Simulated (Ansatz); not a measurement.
## Si on Co(0001): change of the work function

Aim: the work function of Co(0001) at several coverages of Si (fcc site), and the dipole that each adsorbate carries.

Method: plane-wave DFT, PBE, Ansatz PAW, in Ansatz 0.2.0.

### Step 1. Set-up

The cell holds 4 atoms: 4 Co. Its edges and angles: a = 2.510 Å, b = 2.510 Å, c = 24.107 Å, α = 90.0°, β = 90.0°, γ = 60.0°. Vacuum lies along c.

### Step 2. The clean slab

The bare slab comes first, as the zero from which every change is counted. The two lowest layers are held at bulk places and the upper ones relax. The dipole correction removes the false field that a one-sided slab makes across the periodic vacuum, so each face gets a flat vacuum level of its own.

input.yaml

```yaml
crystal:
  lattice:
    - [2.51, 0.0, 0.0]
    - [1.255, 2.1737237635, 0.0]
    - [0.0, 0.0, 24.10683]
  atoms:
    - { symbol: Co, position: [0.6666666667, 0.6666666667, 0.3733381784], spin: 1.7 }
    - { symbol: Co, position: [0.0, 0.0, 0.4577793928], spin: 1.7 }
    - { symbol: Co, position: [0.6666666667, 0.6666666667, 0.5422206072], spin: 1.7 }
    - { symbol: Co, position: [0.0, 0.0, 0.6266618216], spin: 1.7 }
magnetization:
  spin_polarized: true
kpoints:
  mp_grid: { grid: [12, 12, 1] }
hamiltonian:
  xc: pbe
scf:
  occupations: { method: fermi_dirac, width: 0.1 }
  convergence: { dr2_threshold: 1.0e-08 }
efield:
  axis: 3
  dipole_correction: true
  ramp_position: 0.97
  ramp_width: 0.06
relax:
  f_tol: 0.02
  max_steps: 60
  constraints: [{ sites: [0, 1] }]
output:
  write_potential: true
  write_density: true
  volumetric_format: npy
```

Command:

```sh
$ ansatz run input.yaml --threads 4 --pin off --max-ram 16384MiB --backend cpu --events-out ev --progress --plain --runs-dir out
```

Numbers of over 12 decimals in the logs are rounded to 6 here.

What it wrote:

```text
Engine: ansatz 0.2.0, aarch64-unknown-linux-gnu
Pseudopotentials: kind: paw
Pseudopotential: Co, paw, valence charge 17, recommended cutoff 420 eV (normal), Co.paw.azcp
Functional definition: PBE
  parameter kappa = 0.804
  parameter beta = 0.066725
  exchange = pbe_x(kappa = kappa, mu = beta*pi^2/3)
  correlation = pbe_c(beta = beta)
Crystal: 4 atoms, lattice volume = 131.528 Å³
Basis set: ecut = 420 eV, 2559 PW (Γ), exchange–correlation on 36×36×324 points (8 copies of the dense FFT grid, shifted against one another)
Bands: 45, of which v1, the nominal top of the filled ones, is band 34 counted from 1 (33 counted from 0)
Symmetry: 6 space group operations
k-points: 19 of 144 (time reversal used)
Non-local potential: Co, projectors of the file, l = 0: 3, l = 1: 2, l = 2: 3, l = 3: 1
PAW form: soft (Blöchl's): semilocal exchange-correlation on the pseudo side does not see the compensation charge
PAW one-centre angular grid: Co, 590 points (default); XC on 64 Gauss nodes
Initial density: superposition of atomic densities (neutral atoms: chi_scale 0, normalization atom)
Starting moments: Σ|m| = 6.8 μB on 4 of 4 sites
Initial wavefunctions: pseudopotential atomic-orbital guess
Functional: x = pbe(κ = 0.804, μ = 0.219515), c = pbe(β = 0.066725)
SCF iter   1: F=—  HF=-20501.283179 eV  |F-HF|=—  |Δ(HF+E_count)|=         —  Δρ=4.96e-2 (↑1.05e-2 ↓4.96e-2)  dr2=5.44e0  dr2_m=7.36e-1  M=6.870 μB ∫|m|=7.076 μB  β_m=1.00  ethr=3.10e-3  p=0.000 e·Å  D=5.04e-13 V/Å  ΔV_dip=-0.00 eV  dr2_dipole=6.91e-14  V_vac-E_F(+/−)=7.43/7.43 eV  ⟨swp⟩=11.6  Hψ=9064  notcnv=0  defer=12
Mixer restart at iter 1: flushing history
efield: sawtooth ramp at fractional position 0.9700 (set: `efield.ramp_position`, or a place that a band, a saddle search or an elastic batch's reference lends), width 0.0600; the density the first Hamiltonian is built on has a dipole p = 0.000 e·Å; the dipole correction subtracts the counter field D = 5.04e-13 V/Å, which shifts the + side's vacuum level by -0.00 eV against the − side's; the planar-averaged density in the ramp window peaks in size at 9.3e-6 e/Å³
preconditioner: auto → LDOS  [metal: Δε(μ)=0.017 eV  Ē_g=6.887 eV  σ=0.100 eV  W_gap=0.04  n_scr=18 (ndim 8)  ℏωp=19.4 eV  f_vac=0.597  D(μ)=4.76/eV (n_scr^D=18)]
spin=Collinear: LDOS preconditioning applied to the charge; magnetization (m = ρ↑ − ρ↓) channel mixes plain (no charge-response kernel on spin).
SCF iter   2: F=—  HF=-20500.677815 eV  |F-HF|=—  |Δ(HF+E_count)|=   6.05e-1  Δρ=1.21e-2 (↑1.21e-2 ↓7.84e-3)  dr2=4.83e-1  dr2_m=7.43e-2  M=6.898 μB ∫|m|=7.367 μB  β_m=0.34  ethr=3.10e-3  p=-0.000 e·Å  D=-2.46e-5 V/Å  ΔV_dip=0.00 eV  dr2_dipole=1.91e-7  V_vac-E_F(+/−)=6.53/6.53 eV  ⟨swp⟩=2.7  Hψ=3071  notcnv=0  defer=51
density mixer auto → msr1: a metal under ldos (density of states about μ 3.22 of a free-electron gas's, 18 screened modes)
SCF iter   3: F=—  HF=-20501.994777 eV  |F-HF|=—  |Δ(HF+E_count)|=    1.32e0  Δρ=4.76e-3 (↑4.76e-3 ↓4.65e-3)  dr2=9.37e-2  dr2_m=1.60e-2  M=6.919 μB ∫|m|=7.458 μB  β_m=0.48  ethr=7.10e-4  p=-0.000 e·Å  D=-4.93e-6 V/Å  ΔV_dip=0.00 eV  dr2_dipole=8.08e-8  V_vac-E_F(+/−)=5.92/5.92 eV  ⟨swp⟩=2.9  Hψ=2992  notcnv=0  defer=51
SCF iter   4: F=—  HF=-20502.978219 eV  |F-HF|=—  |Δ(HF+E_count)|=         —  Δρ=5.17e-3 (↑5.17e-3 ↓2.79e-3)  dr2=4.72e-2  dr2_m=7.71e-3  M=6.980 μB ∫|m|=7.615 μB  β_m=0.48  ethr=1.38e-4  p=0.000 e·Å  D=1.00e-6 V/Å  ΔV_dip=-0.00 eV  dr2_dipole=3.72e-8  V_vac-E_F(+/−)=5.27/5.27 eV  ⟨swp⟩=3.2  Hψ=3763  notcnv=0  defer=53
SCF iter   5: F=—  HF=-20503.130186 eV  |F-HF|=—  |Δ(HF+E_count)|=   1.52e-1  Δρ=2.48e-3 (↑1.51e-3 ↓2.48e-3)  dr2=1.24e-2  dr2_m=1.57e-3  M=6.908 μB ∫|m|=7.565 μB  β_m=0.64  ethr=6.94e-5  p=0.000 e·Å  D=1.27e-6 V/Å  ΔV_dip=-0.00 eV  dr2_dipole=5.37e-10  V_vac-E_F(+/−)=5.11/5.11 eV  ⟨swp⟩=2.2  Hψ=3111  notcnv=0  defer=53
SCF iter   6: F=—  HF=-20503.154936 eV  |F-HF|=—  |Δ(HF+E_count)|=   2.48e-2  Δρ=1.15e-3 (↑8.50e-4 ↓1.15e-3)  dr2=3.50e-3  dr2_m=1.52e-4  M=6.880 μB ∫|m|=7.545 μB  β_m=0.80  ethr=1.83e-5  p=0.000 e·Å  D=2.95e-6 V/Å  ΔV_dip=-0.00 eV  dr2_dipole=6.98e-9  V_vac-E_F(+/−)=5.04/5.04 eV  ⟨swp⟩=2.1  Hψ=2807  notcnv=0  defer=53
SCF iter   7: F=—  HF=-20503.158756 eV  |F-HF|=—  |Δ(HF+E_count)|=   3.82e-3  Δρ=5.96e-4 (↑5.02e-4 ↓5.96e-4)  dr2=1.26e-3  dr2_m=2.25e-5  M=6.862 μB ∫|m|=7.535 μB  β_m=0.70  ethr=5.15e-6  p=-0.000 e·Å  D=-6.61e-6 V/Å  ΔV_dip=0.00 eV  dr2_dipole=4.71e-8  V_vac-E_F(+/−)=5.00/5.00 eV  ⟨swp⟩=2.4  Hψ=3309  notcnv=0  defer=55
SCF iter   8: F=—  HF=-20503.158660 eV  |F-HF|=—  |Δ(HF+E_count)|=   9.67e-5  Δρ=1.88e-4 (↑1.88e-4 ↓1.66e-4)  dr2=7.45e-5  dr2_m=6.98e-6  M=6.861 μB ∫|m|=7.536 μB  β_m=0.70  ethr=1.85e-6  p=0.000 e·Å  D=1.90e-6 V/Å  ΔV_dip=-0.00 eV  dr2_dipole=1.38e-10  V_vac-E_F(+/−)=4.99/4.99 eV  ⟨swp⟩=2.4  Hψ=3092  notcnv=0  defer=56
SCF iter   9: F=—  HF=-20503.158672 eV  |F-HF|=—  |Δ(HF+E_count)|=   1.27e-5  Δρ=6.53e-5 (↑3.95e-5 ↓6.53e-5)  dr2=5.92e-6  dr2_m=2.71e-6  M=6.858 μB ∫|m|=7.537 μB  β_m=0.79  ethr=1.10e-7  p=-0.000 e·Å  D=-1.04e-6 V/Å  ΔV_dip=0.00 eV  dr2_dipole=6.55e-10  V_vac-E_F(+/−)=4.98/4.98 eV  ⟨swp⟩=2.6  Hψ=2918  notcnv=0  defer=56
SCF iter  10: F=—  HF=-20503.158675 eV  |F-HF|=—  |Δ(HF+E_count)|=   2.25e-6  Δρ=3.81e-5 (↑3.81e-5 ↓2.00e-5)  dr2=3.10e-6  dr2_m=1.73e-7  M=6.858 μB ∫|m|=7.537 μB  β_m=0.68  ethr=8.70e-9  p=0.000 e·Å  D=2.53e-6 V/Å  ΔV_dip=-0.00 eV  dr2_dipole=6.49e-9  V_vac-E_F(+/−)=4.98/4.98 eV  ⟨swp⟩=2.4  Hψ=2802  notcnv=0  defer=56
SCF iter  11: F=—  HF=-20503.158675 eV  |F-HF|=—  |Δ(HF+E_count)|=   4.99e-7  Δρ=1.15e-5 (↑6.30e-6 ↓1.15e-5)  dr2=2.56e-7  dr2_m=6.68e-8  M=6.857 μB ∫|m|=7.537 μB  β_m=0.59  ethr=4.56e-9  p=-0.000 e·Å  D=-2.92e-6 V/Å  ΔV_dip=0.00 eV  dr2_dipole=1.05e-8  V_vac-E_F(+/−)=4.98/4.98 eV  ⟨swp⟩=2.3  Hψ=2831  notcnv=0  defer=56
SCF iter  12: F=—  HF=-20503.158675 eV  |F-HF|=—  |Δ(HF+E_count)|=   9.93e-8  Δρ=6.32e-6 (↑3.05e-6 ↓6.32e-6)  dr2=3.02e-8  dr2_m=2.20e-8  M=6.857 μB ∫|m|=7.537 μB  β_m=0.79  ethr=3.77e-10  p=0.000 e·Å  D=3.20e-7 V/Å  ΔV_dip=-0.00 eV  dr2_dipole=3.26e-10  V_vac-E_F(+/−)=4.98/4.98 eV  ⟨swp⟩=2.3  Hψ=2600  notcnv=0  defer=56
SCF iter  13: F=—  HF=-20503.158675 eV  |F-HF|=—  |Δ(HF+E_count)|=   8.20e-8  Δρ=3.67e-6 (↑3.67e-6 ↓3.22e-6)  dr2=5.57e-8  dr2_m=3.60e-9  M=6.857 μB ∫|m|=7.538 μB  β_m=0.63  ethr=4.44e-11  p=-0.000 e·Å  D=-2.65e-6 V/Å  ΔV_dip=0.00 eV  dr2_dipole=1.06e-8  V_vac-E_F(+/−)=4.98/4.98 eV  ⟨swp⟩=3.1  Hψ=3575  notcnv=0  defer=56
[...]
preconditioner: auto → LDOS  [metal: Δε(μ)=0.011 eV  Ē_g=6.720 eV  σ=0.100 eV  W_gap=0.03  n_scr=12 (ndim 8)  ℏωp=19.4 eV  f_vac=0.612  D(μ)=3.74/eV (n_scr^D=16)]
spin=Collinear: LDOS preconditioning applied to the charge; magnetization (m = ρ↑ − ρ↓) channel mixes plain (no charge-response kernel on spin).
SCF iter   2: F=—  HF=-20503.182460 eV  |F-HF|=—  |Δ(HF+E_count)|=   6.54e-5  Δρ=1.31e-4 (↑1.31e-4 ↓1.26e-4)  dr2=3.27e-4  dr2_m=1.50e-6  M=6.834 μB ∫|m|=7.500 μB  β_m=0.31  ethr=1.53e-6  p=0.002 e·Å  D=2.56e-3 V/Å  ΔV_dip=-0.06 eV  dr2_dipole=1.26e-4  V_vac-E_F(+/−)=4.93/4.99 eV  ⟨swp⟩=2.1  Hψ=2531  notcnv=0  defer=64
density mixer auto → msr1: a metal under ldos (density of states about μ 2.82 of a free-electron gas's, 18 screened modes)
SCF iter   3: F=—  HF=-20503.182459 eV  |F-HF|=—  |Δ(HF+E_count)|=   8.64e-7  Δρ=1.32e-4 (↑1.32e-4 ↓6.95e-5)  dr2=8.49e-5  dr2_m=6.29e-6  M=6.834 μB ∫|m|=7.500 μB  β_m=0.44  ethr=4.81e-7  p=0.002 e·Å  D=2.44e-3 V/Å  ΔV_dip=-0.06 eV  dr2_dipole=2.77e-5  V_vac-E_F(+/−)=4.93/4.99 eV  ⟨swp⟩=1.6  Hψ=1860  notcnv=0  defer=64
SCF iter   4: F=—  HF=-20503.182475 eV  |F-HF|=—  |Δ(HF+E_count)|=   1.58e-5  Δρ=6.00e-5 (↑5.17e-5 ↓6.00e-5)  dr2=2.34e-5  dr2_m=2.73e-6  M=6.835 μB ∫|m|=7.501 μB  β_m=0.50  ethr=1.25e-7  p=0.002 e·Å  D=2.49e-3 V/Å  ΔV_dip=-0.06 eV  dr2_dipole=6.53e-6  V_vac-E_F(+/−)=4.93/4.99 eV  ⟨swp⟩=1.8  Hψ=2028  notcnv=0  defer=64
SCF iter   5: F=—  HF=-20503.182484 eV  |F-HF|=—  |Δ(HF+E_count)|=   8.94e-6  Δρ=5.34e-5 (↑5.34e-5 ↓3.33e-5)  dr2=7.93e-7  dr2_m=2.13e-6  M=6.836 μB ∫|m|=7.501 μB  β_m=0.64  ethr=3.44e-8  p=0.002 e·Å  D=2.54e-3 V/Å  ΔV_dip=-0.06 eV  dr2_dipole=1.53e-7  V_vac-E_F(+/−)=4.93/4.99 eV  ⟨swp⟩=2.0  Hψ=2380  notcnv=0  defer=64
SCF iter   6: F=—  HF=-20503.182487 eV  |F-HF|=—  |Δ(HF+E_count)|=   3.70e-6  Δρ=2.43e-5 (↑2.43e-5 ↓7.21e-6)  dr2=7.27e-7  dr2_m=1.91e-7  M=6.836 μB ∫|m|=7.502 μB  β_m=0.65  ethr=1.17e-9  p=0.002 e·Å  D=2.57e-3 V/Å  ΔV_dip=-0.06 eV  dr2_dipole=2.86e-8  V_vac-E_F(+/−)=4.93/4.99 eV  ⟨swp⟩=3.0  Hψ=3471  notcnv=0  defer=64
SCF iter   7: F=—  HF=-20503.182487 eV  |F-HF|=—  |Δ(HF+E_count)|=   1.19e-7  Δρ=9.49e-6 (↑8.56e-6 ↓9.49e-6)  dr2=4.08e-7  dr2_m=2.71e-8  M=6.836 μB ∫|m|=7.502 μB  β_m=0.57  ethr=1.07e-9  p=0.002 e·Å  D=2.57e-3 V/Å  ΔV_dip=-0.06 eV  dr2_dipole=7.01e-8  V_vac-E_F(+/−)=4.93/4.99 eV  ⟨swp⟩=2.0  Hψ=2982  notcnv=0  defer=64
SCF iter   8: F=—  HF=-20503.182487 eV  |F-HF|=—  |Δ(HF+E_count)|=   3.91e-8  Δρ=3.66e-6 (↑3.66e-6 ↓2.36e-6)  dr2=1.56e-8  dr2_m=9.75e-9  M=6.836 μB ∫|m|=7.502 μB  β_m=0.70  ethr=6.00e-10  p=0.002 e·Å  D=2.57e-3 V/Å  ΔV_dip=-0.06 eV  dr2_dipole=9.30e-10  V_vac-E_F(+/−)=4.93/4.99 eV  ⟨swp⟩=2.4  Hψ=2856  notcnv=0  defer=64
SCF iter   9: F=—  HF=-20503.182487 eV  |F-HF|=—  |Δ(HF+E_count)|=   4.03e-8  Δρ=1.38e-6 (↑1.31e-6 ↓1.38e-6)  dr2=4.04e-9  dr2_m=1.04e-9  M=6.836 μB ∫|m|=7.502 μB  β_m=0.65  ethr=2.30e-11  p=0.002 e·Å  D=2.57e-3 V/Å  ΔV_dip=-0.06 eV  dr2_dipole=1.27e-10  V_vac-E_F(+/−)=4.93/4.99 eV  ⟨swp⟩=2.8  Hψ=3042  notcnv=0  defer=64
SCF iter  10: F=—  HF=-20503.182487 eV  |F-HF|=—  |Δ(HF+E_count)|=   7.22e-9  Δρ=1.37e-6 (↑8.82e-7 ↓1.37e-6)  dr2=1.39e-8  dr2_m=3.69e-10  M=6.836 μB ∫|m|=7.502 μB  β_m=0.67  ethr=5.94e-12  p=0.002 e·Å  D=2.57e-3 V/Å  ΔV_dip=-0.06 eV  dr2_dipole=4.02e-9  V_vac-E_F(+/−)=4.93/4.99 eV  ⟨swp⟩=2.8  Hψ=3515  notcnv=0  defer=64
SCF iter  11: F=-20503.182487 eV  HF=-20503.182487 eV  |F-HF|=5.18e-9  |Δ(HF+E_count)|=   2.51e-9  Δρ=8.80e-7 (↑3.13e-7 ↓8.80e-7)  dr2=4.60e-9  dr2_m=2.09e-10  M=6.836 μB ∫|m|=7.502 μB  ethr=5.94e-12  p=0.002 e·Å  D=2.57e-3 V/Å  ΔV_dip=-0.06 eV  dr2_dipole=1.32e-9  V_vac-E_F(+/−)=4.93/4.99 eV  ⟨swp⟩=7.0  Hψ=9563  notcnv=0
SCF 4 converged in 11 iterations: F = -20503.182487 eV  dr2 = 4.60e-9
relax step   4: F+E_penalty+E_count = -20503.18248727 eV  Δ(F+E_penalty+E_count) = -2.578e-4 eV  max|allowed force component| = 6.602e-3 eV/Å  Δτ_max = 0.0084 Å  (11 SCF iters, accepted)
NSCF: frozen V_eff on 19 k-points
the band table was solved once a step of the walk had ended and its energy, with any forces and stress, was formed, with the checks that follow a solve (9233 applications of the Hamiltonian). They found nothing against the state; the energy, forces and stress were not computed again (output.eigenvalues in the input reference)
WARN: The output density's exchange-correlation potential varies sharply where the density is thin. Do not read a vacuum level from v_tot or v_xc, or from such a field of the output density. On a cell that repeats whose density bears no net charge and no dipole along the vacuum's axis use v_es (v_loc + v_h of the components); under efield.dipole_correction with no amplitude use v_es + v_field, which holds any externa [...]
SCF converged after 11 iterations
Magnetization: 6.8365 μB (37.4182 up, 30.5818 down)
Absolute magnetization: 7.5041 μB (∫|ρ↑−ρ↓|, with the PAW one-centre terms)
Spin contamination: 0.1418 ħ² per cell (⟨S²⟩ above its minimum at these occupations)
Per-site moments (μB) at R_I (Å): [(1.819632, 1.030734), (1.757752, 1.030734), (1.742027, 1.000660), (1.792708, 1.000660)]
Free energy (F): -20503.182487 eV
Harris-Foulkes:  -20503.182487 eV  (|F-HF|=5.18e-9)
Internal energy: -20503.052780 eV  (E = F + TS)
E sigma→0 (E₀):  -20503.117634 eV
Entropy (-TS):   -0.129707 eV (-32.427 meV/atom)
Fermi energy:    2.954768 eV
Dipole field:    D = 0.002626 V/Å  (p = 0.001909 e·Å, saw-weighted, corrected)
Work function:   Φ+ = 4.9253 eV   Φ− = 4.9886 eV
Levels:          The Fermi level and band energies are counted from a zero that moves with the ramp; work functions are not
--- Per-component energies (eV) ---
  E_band       = -2041.790011
  E_kinetic    = 1808.861082
  E_local      = -151342.607085  (includes V_loc(G=0)·N_el)
  E_nonlocal   = 1821.381808
  E_hartree    = 74222.730396
  E_xc         = -632.279232
  E_vxc        = -815.577330  (∫ρ·V_xc dr)
  E_paw        = -6063.646017  (= ΣΔE_a)
  E_vpaw       = -1959.317964  (= ΣTr[D̂ρ^β])
  E_aug_tail   = 0.000301  (compensation charges beyond the density's cutoff)
  E_efield     = 0.000003  (sawtooth field / dipole correction)
  E_vefield    = 0.003157  (∫n·V_field dr)
  E_ewald      = 59682.505964
  E_smearing   = -0.129707  (= −TS)
  E_closure    = -0.000000  (closes the sum)
  Σ components = -20503.182487   (vs F -20503.182487, Δ=0.00e0)
--- Forces (eV/Å), atoms counted from 1 ---
  atom   1  Co     0.00000000     0.00000000     0.50233302
  atom   2  Co    -0.00000000     0.00000000    -0.49982607
  atom   3  Co     0.00000000    -0.00000000     0.00407533
  atom   4  Co    -0.00000000    -0.00000000    -0.00660206
  max |Σ_I F_I| component: 1.98e-5 eV/Å
--- Band table (eV; the first three rows and the last of 38) ---
  k-point 0 ↑: bands = [... 30 lower, 0.6027, 1.1317, 1.1317, 1.5257, 1.5257, 1.8851, 1.8851, 2.0257, ... 7 higher]
  k-point 1 ↑: bands = [... 30 lower, 0.6932, 1.0395, 1.1017, 1.3850, 1.5039, 1.5354, 1.7908, 1.8846, ... 7 higher]
  k-point 2 ↑: bands = [... 30 lower, 0.8036, 0.9408, 1.0332, 1.1441, 1.4384, 1.4726, 1.8810, 2.0831, ... 7 higher]
  k-point 18 ↓: bands = [... 30 lower, 3.1142, 3.7214, 3.7507, 3.8049, 3.9140, 3.9574, 8.5075, 8.8942, ... 7 higher]
--- Relaxed structure (4 steps of the walk, 4 accepted, 0 SCFs on fresh bases) ---
  F+E_penalty+E_count = -20503.18248727 eV   max|allowed force component| = 6.602e-3 eV/Å
  atoms:
    - { symbol: Co, position: [0.666667, 0.666667, 0.373338] }
    - { symbol: Co, position: [0.0, 0.0, 0.4577793928] }
    - { symbol: Co, position: [0.666667, 0.666667, 0.542627] }
    - { symbol: Co, position: [-4.105840236310963e-18, 0, 0.623327] }
```

Elapsed: 36 s, on 4 threads of Arm Neoverse V1, shared host; peak memory 0.54 GiB; 2.3 min of CPU time.

Relaxation path:

| step | energy less that of the first step (eV) | largest force component (eV/Å) |
| --- | --- | --- |
| 1 | 0.0000 | 0.4887 |
| 2 | -0.0156 | 0.3161 |
| 3 | -0.0236 | 0.0611 |
| 4 | -0.0238 | 0.0066 |

The run keeps the 6 symmetry operations that it works with, so distortions that break them were not tested.

The atoms that moved most (Å):

| atom | dx | dy | dz | length |
| --- | --- | --- | --- | --- |
| Co4 | 0.000 | 0.000 | -0.080 | 0.080 |
| Co3 | 0.000 | 0.000 | 0.010 | 0.010 |

The relaxed structure:

```xyz
4
Lattice="2.5100 0.0000 0.0000 1.2550 2.1737 0.0000 0.0000 0.0000 24.1068" Properties=species:S:1:pos:R:3
Co    2.5100    1.4491    9.0000
Co    0.0000    0.0000   11.0356
Co    2.5100    1.4491   13.0810
Co    0.0000    0.0000   15.0264
```

Numbers from this step:

```
energy at zero smearing        : -20503.1176 eV
total moment                   : 6.836 μB
site moments                   : 1.820, 1.758, 1.742, 1.793 μB
work function, upper face      : 4.925 eV
work function, lower face      : 4.989 eV
dipole along the normal        : 0.001909 e·Å
step between the vacuum levels : -0.06331 eV
```

Running mean over 2.03561 Å of the planar mean; the ramp of the sawtooth is left out. The electron's electrostatic potential energy less the Fermi level by z:

| z (Å) | electron's electrostatic potential energy less the Fermi level (eV) |
| --- | --- |
| 3.0 | 4.99 |
| 3.5 | 4.99 |
| 4.0 | 4.99 |
| 4.5 | 4.99 |
| 5.0 | 4.98 |
| 5.5 | 4.97 |
| 6.0 | 4.92 |
| 6.5 | 4.76 |
| 7.0 | 4.21 |
| 7.5 | 1.91 |
| 8.0 | -3.46 |
| 8.5 | -8.57 |
| 9.0 | -10.3 |
| 9.5 | -10.5 |
| 10.0 | -10.5 |
| 10.5 | -10.5 |
| 11.0 | -10.6 |
| 11.5 | -10.5 |
| 12.0 | -10.5 |
| 12.5 | -10.5 |
| 13.0 | -10.6 |
| 13.5 | -11.1 |
| 14.0 | -11.5 |
| 14.5 | -11.2 |
| 15.0 | -10.4 |
| 15.5 | -8.77 |
| 16.0 | -3.80 |
| 16.5 | 1.67 |
| 17.0 | 4.09 |
| 17.5 | 4.69 |
| 18.0 | 4.86 |
| 18.5 | 4.91 |
| 19.0 | 4.92 |
| 19.5 | 4.92 |
| 20.0 | 4.93 |
| 20.5 | 4.93 |
| 21.0 | 4.93 |

Site moment by atom:

| atom | site moment (μB) |
| --- | --- |
| Co1 | 1.82 |
| Co2 | 1.76 |
| Co3 | 1.74 |
| Co4 | 1.79 |

The relaxation took 4 steps and lowered the energy by 0.024 eV; the largest force on the free atoms ends at 0.0066 eV/Å.

The work function of the upper face is 4.93 eV.

[end of part 1 of 4]

[Logs are printed without paths, hosts, clocks, repeated set-up lines and the standing remarks that a program may print on its own settings, such as how far it seeks lower states.]

[Hosts, paths, dates, database ids (printed as entryN), source tags and the programs' standing remarks are cut or masked in the printed files.]

[Maps of the electrostatic potential energy from Ansatz leave out the sawtooth potential of an applied field or a dipole correction, so their vacuum need not be flat; planar profiles and work functions include it.]
